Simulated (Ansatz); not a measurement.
The system is MnAs.

```
As Mn
1.0
     3.71000    0.00000    0.00000
    -1.85500    3.21295    0.00000
     0.00000    0.00000    5.69100
As Mn
2 2
Direct
  0.66667 0.33333 0.75000
  0.33333 0.66667 0.25000
  0.00000 0.00000 0.50000
  0.00000 0.00000 0.00000
```

Alike in all runs: program Ansatz 0.2.0; functional PBEsol; potentials or basis Ansatz PAW; cutoff 420 eV (not typed: the program's choice for these potentials); k mesh 8 × 8 × 5; occupations fermi-dirac, width 0.05 eV.

The same cell was started in several ways:

```tsv
start	free energy over the lowest (meV/atom)	net moment (μB)	site or absolute moments (μB)	gap
no spin polarisation	374.9	-	-	none (metal or under the smearing width)
collinear spin, ferromagnetic start of up to 4 μB	0.0	6.23	As -0.12; Mn +3.12	none (metal or under the smearing width)
collinear spin, ferromagnetic start of up to 5.5 μB	0.0	6.23	As -0.12; Mn +3.12	none (metal or under the smearing width)
collinear spin, ferrimagnetic start of up to 4 μB	32.4	0.00	As +0.00; Mn +2.96, -2.96	none (metal or under the smearing width)
collinear spin, random start of up to 1.27 μB	0.0	-6.23	As +0.12; Mn -3.12	none (metal or under the smearing width)
collinear spin, antiferromagnetic start of up to 4 μB	32.4	0.00	As -0.00; Mn +2.96, -2.96	none (metal or under the smearing width)
```

The spin-polarised runs without a constraint all converged, yet they end up to 32 meV/atom apart: a converged run can sit in a state that isn't the lowest. Allowing spin polarisation gains 375 meV/atom. A still lower state may exist.

Caveats: the magnetic or orbital state may not be the lowest (some runs).
